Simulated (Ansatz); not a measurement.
**SiO2: a run for the field gradients**

```yaml
crystal:
  lattice:
    - [-6.479032, 6.479032, 2.567979]
    - [6.479032, -6.479032, 2.567979]
    - [6.479032, 6.479032, -2.567979]
  atoms:
    - { symbol: Si, position: [0.928721, 0.928721, 0.39962] }
    - { symbol: Si, position: [0.470899, 0.071279, 0.0] }
    - { symbol: Si, position: [0.5, 0.65439, 0.15439] }
    - { symbol: Si, position: [0.529101, 0.529101, 0.60038] }
    - { symbol: Si, position: [0.34561, 0.5, 0.84561] }
    - { symbol: Si, position: [0.65439, 0.5, 0.15439] }
    - { symbol: Si, position: [0.5, 0.34561, 0.84561] }
    - { symbol: Si, position: [0.071279, 0.470899, 0.0] }
    - { symbol: O, position: [0.25338, 0.25338, 0.841128] }
    - { symbol: O, position: [0.087972, 0.385696, 0.852641] }
    - { symbol: O, position: [0.252359, 0.252359, 0.46782] }
    - { symbol: O, position: [0.412252, 0.412252, 0.158872] }
    - { symbol: O, position: [0.215461, 0.747641, 0.0] }
    - { symbol: O, position: [0.235331, 0.533055, 0.147359] }
    - { symbol: O, position: [0.533055, 0.235331, 0.147359] }
    - { symbol: O, position: [0.784539, 0.784539, 0.53218] }
    - { symbol: O, position: [0.466945, 0.614304, 0.702276] }
    - { symbol: O, position: [0.912028, 0.764669, 0.297724] }
    - { symbol: O, position: [0.587748, 0.74662, 0.0] }
    - { symbol: O, position: [0.74662, 0.587748, 0.0] }
    - { symbol: O, position: [0.747641, 0.215461, 0.0] }
    - { symbol: O, position: [0.764669, 0.912028, 0.297724] }
    - { symbol: O, position: [0.614304, 0.466945, 0.702276] }
    - { symbol: O, position: [0.385696, 0.087972, 0.852641] }
kpoints:
  mp_grid: { grid: [4, 4, 4] }
scf:
  occupations: { method: fermi_dirac, width: 0.02 }
hamiltonian:
  xc: pbe
  pseudopotentials: { kind: nc }
output:
  forces: true
  stress: true
  populations: true
  efg: { quadrupole_moments_barn: { O: -0.02558 }, contact_densities: true }
basis:
  ecutwfc: "400 eV"
```

```sh
ansatz run input.yaml --threads 1 --pin off --max-ram 2560MiB --backend cpu --events-out ev --progress --plain --runs-dir out
```

Problem. Does this calculation finish, and if not, why?

Solution. The program refused the input. The program says:

```
Error: output.efg without hamiltonian.pseudopotentials.kind: paw|paw_fr|all_electron or hamiltonian.pseudopotentials.kind: all_electron — the all-electron EFG reconstruction needs the PAW one-centre densities; drop the efg request, or set kind: paw (paw_fr under spin-orbit coupling) (under a functional that reads the kinetic-energy density, kind: paw is refused in some combinations and carries risks of its own in the rest: see hamiltonian.xc for the refusals and hamiltonian.pseudopotentials.kind for the risks, both in the input reference; kind: paw is refused beside gw.static_remainder)
```

Against a sound input the change was `hamiltonian.pseudopotentials`: {kind: paw} → {kind: nc}; `basis.ecutwfc`: not typed → 400 eV. The message points to `hamiltonian.pseudopotentials`.

With the sound settings the run converges and gives V_zz (10²¹ V/m²) Si1 -1.04 (η 0.47), Si3 -2.56 (η 0.62), O9 8.17 (η 0.71), O10 8.86 (η 0.30), O11 10.34 (η 0.05); a site carries the number of its first atom in the input.
